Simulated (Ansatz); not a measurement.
# AlN (F-43m): dielectric-dependent hybrid calculation from a Python script

Program: the Python package of Ansatz 0.2.0. The levels of theory stand in the script. These are calculated values, not measurements.

## 1. The system

It takes space group F-43m (No. 216, cubic). The conventional cell has a = 4.368 Å, b = 4.368 Å, c = 4.368 Å, α = 90.00°, β = 90.00°, γ = 90.00°. Al (site symmetry -43m) has 4 N at 1.89 Å as nearest neighbours. N (site symmetry -43m) has 4 Al at 1.89 Å as nearest neighbours.

No structure file is read: the coordinates are typed or built in the script.

## 2. Script

The input, ddh_aln.py:

```python
"""Dielectric-dependent hybrid for AlN."""

import ansatz as az
import numpy as np

params = {
    "mesh": (6, 6, 6),
    "filling": "fixed",
}


def count_gap(report):
    # lowest empty less highest filled band, counting bands; zero where they overlap
    return max(report.get("gap_by_band_count_ev") or 0.0, 0.0)

system = (
    az.Lattice.of((0.0, 2.183994, 2.183994), (2.183994, 0.0, 2.183994), (2.183994, 2.183994, 0.0))
    .atom("Al", (0.0, 0.0, 0.0))
    .atom("N", (0.75, 0.75, 0.75))
)

calculation = system.calculation()
calculation = calculation.basis(31 * az.Ry)
calculation = calculation.kpoints(*params["mesh"])
calculation = calculation.occupations(params["filling"])
calculation = calculation.band_table()
semilocal = calculation.functional("pbesol").run().report
hybrid = calculation.functional(exchange="pbesol", correlation="pbesol", exact_fraction="inverse_dielectric").run().report
alpha = hybrid["hybrid"]["exact_exchange_fraction"]
print(f"fraction of exact exchange {alpha:.4f}, so eps_inf = {1 / alpha:.2f} on this mesh")
print(f"gap by band count: {count_gap(semilocal):.3f} eV semilocal, {count_gap(hybrid):.3f} eV hybrid")
```

## 3. Running it

Run with:

```bash
$ python ddh_aln.py
```

**Question.** How long does this script take on 1 thread of Arm Neoverse V1, shared host, and how much memory does it need?

About 12 s, with a peak of 0.67 GiB.
